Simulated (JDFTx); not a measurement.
Sb, 1 atom in the cell. The structure is cubic, space group Fm-3m (No. 225). The conventional cell has a = 4.742 Å, b = 4.742 Å, c = 4.742 Å, α = 90.00°, β = 90.00°, γ = 90.00°. Around Sb (site symmetry m-3m) lie 12 Sb at 3.35 Å. This isn't the form of Sb at room conditions, which is rhombohedral.

| Quantity | Value |
| --- | --- |
| Program | JDFTx 1.7.0 (patched build) |
| Task | band structure |
| Functional | TASK |
| Potentials or basis | SG15-PBE-1.2 with smoothed tails |
| Cutoff | 1088 eV |
| Density cutoff | 4354 eV |
| k mesh | 8 × 8 × 8 |
| Occupations | fermi-dirac, width 0.05 eV |
| Spin | no spin polarisation |
| Band ratio of the Davidson solver | 1.3 |
| Local potential set to -Z/r beyond | 6 bohr |
| Bands | 13 |
| Density cutoff over wavefunction cutoff | 4 |
| Max SCF steps | 30 |
| SCF threshold on the energy | 1e-06 Ha |
| Solver of the electrons | minimize |
| Further solve for the empty bands | no |
| Start | density of an earlier self-consistent run, held fixed |
| Path | G-X-W-K-G-L-U-W-L-K-U-X |

Potentials or basis: SG15-PBE-1.2 with smoothed tails.

The run is started by

```bash
$ jdftx -c 1 -i bands.in -o bands.out
```

Hardware: 1 thread of Intel(R) Xeon(R) 6975P-C (Granite Rapids), on a shared host.

Task: Estimate the wall time of this run.

Result: Wall time 28 s on 1 thread of Intel(R) Xeon(R) 6975P-C (Granite Rapids), with other jobs on the host, peak memory 0.09 GiB. Counts: scf iterations 0, bands 13, plane waves 2171.
